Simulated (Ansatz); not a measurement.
Ag in Ansatz: the effect of functional

Crystal: Ag.

```
Ag
1.0
     2.98747    0.00000    0.00000
    -1.49373    2.58722    0.00000
     0.00000    0.00000    4.88395
Ag
2
Cartesian
  1.4937 0.8624 3.6630
  0.0000 1.7248 1.2210
```

This isn't the form of Ag at room conditions, which is fcc.

The cell isn't the ideal one: volume scaled by 1.06.

Alike in all runs:

```yaml
Program: Ansatz 0.2.0
Task: single point
Potentials_or_basis: Ansatz PAW
k_mesh: 10 × 10 × 6
Occupations: fermi-dirac, width 0.05 eV
Spin: no spin polarisation
```

```tsv
functional	cutoff	pressure (GPa)
LDA	420 eV (not typed: the program's choice for these potentials)	-14.0
PBEsol	420 eV (not typed: the program's choice for these potentials)	?
r2SCAN	500 eV (not typed: the program's choice for these potentials)	-6.7
```

Task: What does the run with functional PBEsol give?

Result: Pressure -10.0 GPa.

Caveats: the PAW data sets come from PBE, with cores solved anew for the run's functional, which leaves a small shift of forces and pressure.
